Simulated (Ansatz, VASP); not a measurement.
## Two plane-wave programs on Cr

```
Cr
1.0
    -1.55731    1.55731    1.32659
     1.55731   -1.55731    1.32659
     1.55731    1.55731   -1.32659
Cr
1
Cartesian
  0.0000 0.0000 0.0000
```

Change from the starting cell: strain +0.080 along x and y, -0.080 along z, atoms carried along.

Alike in both runs: task single point; functional PBE; k mesh 24 × 24 × 24; occupations gaussian, width 0.15 eV; no spin polarisation.

|  | VASP | Ansatz |
| --- | --- | --- |
| version | VASP 6.6.1 | Ansatz 0.2.0 |
| potentials or method | VASP PAW PBE potentials, release 64 (Cr_pv) | scalar-relativistic, plane waves, PAW |
| plane-wave cutoff (eV) | 520 | 420 |
| valence electrons in the cell | 12 | 14 |

```csv
,VASP,Ansatz,Ansatz less VASP
gap on the k mesh at the Fermi level (eV),none,none,-
pressure (GPa),-19.1,-18.8,+0.32
largest component of the traceless stress (GPa),21.54,21.82,+0.278
```

A gap of «none» marks a metal or a gap that the smearing closes. The two sets of potentials don't hold the same shells in valence.

Caveats: so large a pressure means that the cell lies far from this level's equilibrium, or that cutoff or potentials fall short (VASP); the run has no spin polarisation, though such a crystal can be magnetic. Spin polarisation is off, so any magnetic state and its effect on volume and gap are missing.
